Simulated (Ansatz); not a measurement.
# Te2Mo: further runs on the relaxed cell

The task here is to estimate one member of a computed series from the others.

Computed with Ansatz 0.2.0 (DFT PBE+D3(BJ), scalar-relativistic, plane waves, PAW, unless a step's input says otherwise).

**The structure to begin with**

Symmetry: Pmn2_1, No. 31, orthorhombic system. The conventional cell has a = 3.470 Å, b = 6.332 Å, c = 13.274 Å, α = 90.00°, β = 90.00°, γ = 90.00°. Around Te (site symmetry m) lie 3 Mo at 2.79 to 2.80 Å. Te (site symmetry m) is surrounded by 3 Mo at 2.70 to 2.71 Å. Around Te (site symmetry m) lie 3 Mo at 2.78 to 2.80 Å. Mo (site symmetry m) has 6 Te at 2.71 to 2.80 Å and 2 Mo at 2.88 Å as nearest neighbours. Around Mo (site symmetry m) lie 6 Te at 2.70 to 2.80 Å and 2 Mo at 2.88 Å.

Coordinates:

```cif
data_structure
_symmetry_space_group_name_H-M 'Pmn2_1'
_symmetry_Int_Tables_number 31
_cell_length_a 3.4703
_cell_length_b 6.3321
_cell_length_c 13.2736
_cell_angle_alpha 90.000
_cell_angle_beta 90.000
_cell_angle_gamma 90.000
_cell_volume 291.68
loop_
_atom_site_label
_atom_site_type_symbol
_atom_site_symmetry_multiplicity
_atom_site_Wyckoff_symbol
_atom_site_fract_x
_atom_site_fract_y
_atom_site_fract_z
_atom_site_occupancy
Te1 Te 2 a 0.50000 0.71444 0.90033 1
Te2 Te 2 a 0.00000 0.63985 0.66259 1
Te3 Te 2 a 0.50000 0.14291 0.61403 1
Te4 Te 2 a 0.00000 0.20702 0.85239 1
Mo1 Mo 2 a 0.00000 0.46670 0.01473 1
Mo2 Mo 2 a 0.50000 0.10452 0.00014 1
```

This cell was relaxed beforehand with the same method: volume 24.31 Å³/atom, gap on the mesh none (metal).

The first run:

File input.yaml:

```yaml
crystal:
  lattice:
    - [3.4703394888, 0.0, 0.0]
    - [0.0, 6.3320708759, 0.0]
    - [0.0, 0.0, 13.2735651384]
  atoms:
    - { symbol: Te, position: [0.5, 0.7144379106, 0.9003262481] }
    - { symbol: Te, position: [0.0, 0.2855620894, 0.4003262481] }
    - { symbol: Te, position: [0.0, 0.6398486517, 0.662589939] }
    - { symbol: Te, position: [0.5, 0.3601513483, 0.162589939] }
    - { symbol: Te, position: [0.5, 0.1429075267, 0.6140311854] }
    - { symbol: Te, position: [0.0, 0.8570924733, 0.1140311854] }
    - { symbol: Te, position: [0.0, 0.2070178687, 0.8523903879] }
    - { symbol: Te, position: [0.5, 0.7929821313, 0.3523903879] }
    - { symbol: Mo, position: [0.0, 0.4667047772, 0.0147257786] }
    - { symbol: Mo, position: [0.5, 0.5332952228, 0.5147257786] }
    - { symbol: Mo, position: [0.5, 0.1045192262, 0.000136461] }
    - { symbol: Mo, position: [0.0, 0.8954807738, 0.500136461] }
basis:
  ecutwfc: 420
kpoints:
  mp_grid: { grid: [10, 6, 4] }
hamiltonian:
  xc: pbesol
scf:
  occupations: { method: gaussian, width: 0.1 }
output:
  forces: true
  stress: true
  eigenvalues: true
relax:
  adjacent_minimum: "off"
  f_tol: 0.005
  max_steps: 50
  cell: { stress_tol: 0.05 }
```

Run with:

```sh
ansatz run input.yaml --threads 8 --pin off --max-ram 22528MiB --backend cpu --events-out ev --progress --plain --runs-dir out
```

Among the steps run: Relaxing with PBEsol; The cell under PBE; Relaxing with LDA; The cell under r2SCAN.

One of the session's tables, all rows but one given; the rest of the session is left out.

It belongs to the step «Relaxed cells side by side». 

| functional | a (Å) | b (Å) | c (Å) | volume (Å³/atom) |
| --- | --- | --- | --- | --- |
| PBE+D3(BJ) | 3.470 | 6.332 | 13.274 | 24.31 |
| PBEsol | 3.451 | 6.321 | 13.652 | 24.81 |
| PBE | 3.470 | 6.369 | 15.765 | 29.03 |
| LDA | 3.440 | 6.293 | 13.336 | 24.06 |
| r2SCAN | ? | ? | ? | ? |

Estimate the missing values for r2SCAN.

The run gave: a (Å): 3.496; b (Å): 6.343; c (Å): 14.922; volume (Å³/atom): 27.57. In the column «a (Å)» it is the highest.

Layers here are held mostly by dispersion, which this level lacks, so their spacing and the stiffness across them are unreliable there.
